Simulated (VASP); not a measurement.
# CdS (Hawleyite) (F-43m) in VASP: further runs, part 2 of 3

VASP 6.6.1.

## Step 4: Dielectric tensor, LDA

Contents of INCAR:

```
  ALGO = Normal
  EDIFF = 1E-8
  ENCUT = 280
  GGA = CA
  ISIF = 2
  ISMEAR = 0
  LASPH = True
  LCHARG = False
  LEPSILON = True
  LREAL = False
  LWAVE = False
  NELM = 100
  PREC = Accurate
  SIGMA = 0.01
```

Contents of KPOINTS:

```
k-points
0
Gamma
  11 11 11
```

Contents of POSCAR:

```
CdS
1.0
    0.0000000000      2.9165000000      2.9165000000
    2.9165000000      0.0000000000      2.9165000000
    2.9165000000      2.9165000000      0.0000000000
Cd S
1 1
Direct
    0.0000000000      0.0000000000      0.0000000000
    0.7500000000      0.7500000000      0.7500000000
```

Potentials or basis: VASP PAW LDA potentials, release 64 (Cd, S).

On the command line:

```console
cat potpaw_LDA.64/Cd/POTCAR potpaw_LDA.64/S/POTCAR > POTCAR
mpirun -np 1 vasp_std > vasp.out
```

OUTCAR:

```text
EDIFF = 1E-8
   ENCUT = 280
   GGA = CA
   ISIF = 2
   ISMEAR = 0
   LASPH = True
   LEPSILON = True
   LREAL = False
   NELM = 100
   PREC = Accurate

 Found     56 irreducible k-points:

 Following reciprocal coordinates:
            Coordinates               Weight
  0.000000  0.000000  0.000000      1.000000
  0.090909  0.000000  0.000000      8.000000
  0.181818  0.000000  0.000000      8.000000
  0.272727  0.000000  0.000000      8.000000
  0.363636  0.000000  0.000000      8.000000
  0.454545  0.000000  0.000000      8.000000
   k-points           NKPTS =     56   k-points in BZ     NKDIM =     56   number of bands    NBANDS=     13
   number of dos      NEDOS =    301   number of ions     NIONS =      2
   total plane-waves  NPLWV =  13824
   dimension x,y,z NGX =    24 NGY =   24 NGZ =   24
[... 233 lines left out ...]
     0.63928 -0.00041  0.00000
     0.00000  0.00000  0.00004

 MACROSCOPIC STATIC DIELECTRIC TENSOR (including local field effects in DFT)
 ------------------------------------------------------
           6.901334     0.000000     0.000000
           0.000000     6.901334    -0.000000
           0.000000     0.000000     6.901334
 ------------------------------------------------------

 PIEZOELECTRIC TENSOR (including local field effects)  for field in x, y, z        (e  Angst)
          XX          YY          ZZ          XY          YZ          ZX
  --------------------------------------------------------------------------------
  x     0.00000     0.00000    -0.00000     0.00000     1.99113    -0.00000
  y     0.00000    -0.00000    -0.00000     0.00000     0.00000     1.99113
  z    -0.00000     0.00000    -0.00000     1.99113     0.00000     0.00000

 PIEZOELECTRIC TENSOR (including local field effects)  for field in x, y, z        (C/m^2)
          XX          YY          ZZ          XY          YZ          ZX
  --------------------------------------------------------------------------------
  x     0.00000     0.00000    -0.00000     0.00000     0.64298    -0.00000
  y     0.00000    -0.00000    -0.00000     0.00000     0.00000     0.64298
  z    -0.00000     0.00000    -0.00000     0.64298     0.00000     0.00000

 BORN EFFECTIVE CHARGES (including local field effects) (in |e|, cummulative output)
 ---------------------------------------------------------------------------------
 ion    1
    1     2.18987     0.00000     0.00000
    2    -0.00000     2.18987     0.00000
    3    -0.00000    -0.00000     2.18987
 ion    2
    1    -2.18987     0.00000    -0.00000
    2     0.00000    -2.18987    -0.00000
    3     0.00000     0.00000    -2.18987
```

stdout:

```text
POSCAR found type information on POSCAR CdS
 POSCAR found :  2 types and       2 ions
 scaLAPACK will be used
 LDA part: xc-table for (Slater(with rela. corr.)+CA(PZ))
 , standard interpolation
 POSCAR, INCAR and KPOINTS ok, starting setup
 FFT: planning ... GRIDC
 FFT: planning ... GRID_SOFT
 FFT: planning ... GRID
 WAVECAR not read
 entering main loop
 Linear response reoptimize wavefunctions to high precision
 Linear response G [H, r] |phi>, progress :
  Direction:   1
 Linear response G [H, r] |phi>, progress :
  Direction:   2
 Linear response G [H, r] |phi>, progress :
  Direction:   3
 Linear response to external field (no local field effect), progress :
  Direction:   1
 dielectric tensor                  component  1 :     8.083     2.851     0.840
 Linear response to external field (no local field effect), progress :
  Direction:   2
 dielectric tensor                  component  2 :     2.851     8.632    -1.285
 Linear response to external field (no local field effect), progress :
  Direction:   3
 dielectric tensor                  component  3 :     0.843    -1.286     5.329
 Linear response to external field, progress :
  Direction:   1
 dielectric tensor                  component  1 :     6.901     1.134     0.602
 Linear response to external field, progress :
  Direction:   2
 dielectric tensor                  component  2 :     1.035     6.901     0.412
 Linear response to external field, progress :
  Direction:   3
 dielectric tensor                  component  3 :     0.824     0.911     6.901
 Born effective charges drift removed
```

Wall time 1.7 min (1 thread of Intel Xeon Platinum 8488C (Sapphire Rapids), shared host); peak memory 0.25 GiB.

These settings aren't checked as converged: the numbers below hold their error.

Results:

```
Band gap on the k mesh                  : 0.89 eV, direct
Electronic dielectric tensor (diagonal) : 6.90
Born charges (mean of the diagonal)     : Cd +2.19; S -2.19 e
```

## Step 5: Dielectric tensor, LDA

Changes to INCAR since step 4:

```diff
@@ -2,3 +2,3 @@
   EDIFF = 1E-8
-  ENCUT = 280
+  ENCUT = 340
   GGA = CA
```

KPOINTS is that of step 4.

POSCAR is that of step 4.

Potentials or basis: VASP PAW LDA potentials, release 64 (Cd, S).

On the command line:

```console
cat potpaw_LDA.64/Cd/POTCAR potpaw_LDA.64/S/POTCAR > POTCAR
mpirun -np 1 vasp_std > vasp.out
```

OUTCAR:

```text
EDIFF = 1E-8
   ENCUT = 340
   GGA = CA
   ISIF = 2
   ISMEAR = 0
   LASPH = True
   LEPSILON = True
   LREAL = False
   NELM = 100
   PREC = Accurate

 Found     56 irreducible k-points:

 Following reciprocal coordinates:
            Coordinates               Weight
  0.000000  0.000000  0.000000      1.000000
  0.090909  0.000000  0.000000      8.000000
  0.181818  0.000000  0.000000      8.000000
  0.272727  0.000000  0.000000      8.000000
  0.363636  0.000000  0.000000      8.000000
  0.454545  0.000000  0.000000      8.000000
   k-points           NKPTS =     56   k-points in BZ     NKDIM =     56   number of bands    NBANDS=     13
   number of dos      NEDOS =    301   number of ions     NIONS =      2
   total plane-waves  NPLWV =  21952
   dimension x,y,z NGX =    28 NGY =   28 NGZ =   28
   dimension x,y,z NGXF=    56 NGYF=   56 NGZF=   56
   ions per type =               1   1
   NGX,Y,Z   is equivalent  to a cutoff of  11.29, 11.29, 11.29 a.u.
   NGXF,Y,Z  is equivalent  to a cutoff of  22.57, 22.57, 22.57 a.u.
 SYSTEM =  unknown system
   PREC   = accura    normal or accurate (medium, high low for compatibility)
   ISTART =      0    job   : 0-new  1-cont  2-samecut
   ICHARG =      2    charge: 1-file 2-atom 10-const
   ISPIN  =      1    spin polarized calculation?
   LNONCOLLINEAR =      F non collinear calculations
   LSORBIT =      F    spin-orbit coupling
[... 208 lines left out ...]
  free energy    TOTEN  =        -0.84859773 eV

  energy without entropy =       -0.84859773

------------------------ aborting loop because EDIFF is reached ----------------------------------------

 PIEZOELECTRIC TENSOR FIELD DIRECTION 3  (e Angst)
 -----------------------------------------------------------------------------
    -0.00127  1.97975  0.00000           ( -0.00000 -0.02788  0.00000)
     1.97975 -0.00127  0.00000           ( -0.02788 -0.00000  0.00000)
     0.00000  0.00000  0.00013           (  0.00000  0.00000 -0.00000)

 PIEZOELECTRIC TENSOR FIELD DIRECTION 3  (C/m^2)
 -----------------------------------------------------------------------------
    -0.00041  0.63930  0.00000
     0.63930 -0.00041  0.00000
     0.00000  0.00000  0.00004

 MACROSCOPIC STATIC DIELECTRIC TENSOR (including local field effects in DFT)
 ------------------------------------------------------
           6.899737    -0.000000    -0.000000
           0.000000     6.899737    -0.000000
          -0.000000    -0.000000     6.899737
 ------------------------------------------------------

 PIEZOELECTRIC TENSOR (including local field effects)  for field in x, y, z        (e  Angst)
          XX          YY          ZZ          XY          YZ          ZX
  --------------------------------------------------------------------------------
  x     0.00000     0.00000    -0.00000     0.00000     1.99127    -0.00000
  y     0.00000     0.00000    -0.00000     0.00000     0.00000     1.99127
  z     0.00000     0.00000     0.00000     1.99127     0.00000     0.00000

 PIEZOELECTRIC TENSOR (including local field effects)  for field in x, y, z        (C/m^2)
          XX          YY          ZZ          XY          YZ          ZX
  --------------------------------------------------------------------------------
  x     0.00000     0.00000    -0.00000     0.00000     0.64302    -0.00000
  y     0.00000     0.00000    -0.00000     0.00000     0.00000     0.64302
  z     0.00000     0.00000     0.00000     0.64302     0.00000     0.00000

 BORN EFFECTIVE CHARGES (including local field effects) (in |e|, cummulative output)
 ---------------------------------------------------------------------------------
 ion    1
    1     2.19158     0.00000     0.00000
    2     0.00000     2.19158     0.00000
    3    -0.00000    -0.00000     2.19158
 ion    2
    1    -2.19158    -0.00000    -0.00000
    2    -0.00000    -2.19158    -0.00000
    3     0.00000     0.00000    -2.19158
```

stdout:

```text
POSCAR found type information on POSCAR CdS
 POSCAR found :  2 types and       2 ions
 scaLAPACK will be used
 LDA part: xc-table for (Slater(with rela. corr.)+CA(PZ))
 , standard interpolation
 POSCAR, INCAR and KPOINTS ok, starting setup
 FFT: planning ... GRIDC
 FFT: planning ... GRID_SOFT
 FFT: planning ... GRID
 WAVECAR not read
 entering main loop
 Linear response reoptimize wavefunctions to high precision
 Linear response G [H, r] |phi>, progress :
  Direction:   1
 Linear response G [H, r] |phi>, progress :
  Direction:   2
 Linear response G [H, r] |phi>, progress :
  Direction:   3
 Linear response to external field (no local field effect), progress :
  Direction:   1
 dielectric tensor                  component  1 :     8.084     2.852     0.839
 Linear response to external field (no local field effect), progress :
  Direction:   2
 dielectric tensor                  component  2 :     2.852     8.633    -1.284
 Linear response to external field (no local field effect), progress :
  Direction:   3
 dielectric tensor                  component  3 :     0.843    -1.285     5.328
 Linear response to external field, progress :
  Direction:   1
 dielectric tensor                  component  1 :     6.900     1.134     0.602
 Linear response to external field, progress :
  Direction:   2
 dielectric tensor                  component  2 :     1.034     6.900     0.413
 Linear response to external field, progress :
  Direction:   3
 dielectric tensor                  component  3 :     0.824     0.911     6.900
 Born effective charges drift removed
```

Run time: 4.2 min. Hardware: 1 thread of Intel Xeon Platinum 8488C (Sapphire Rapids), shared host; peak memory 0.31 GiB.

These settings aren't checked as converged: the numbers below hold their error.

Results:

* Band gap on the k mesh: 0.89 eV, direct
* Electronic dielectric tensor (diagonal): 6.90
* Born charges (mean of the diagonal): Cd +2.19; S -2.19 e

(Continued in part 3 of 3.)
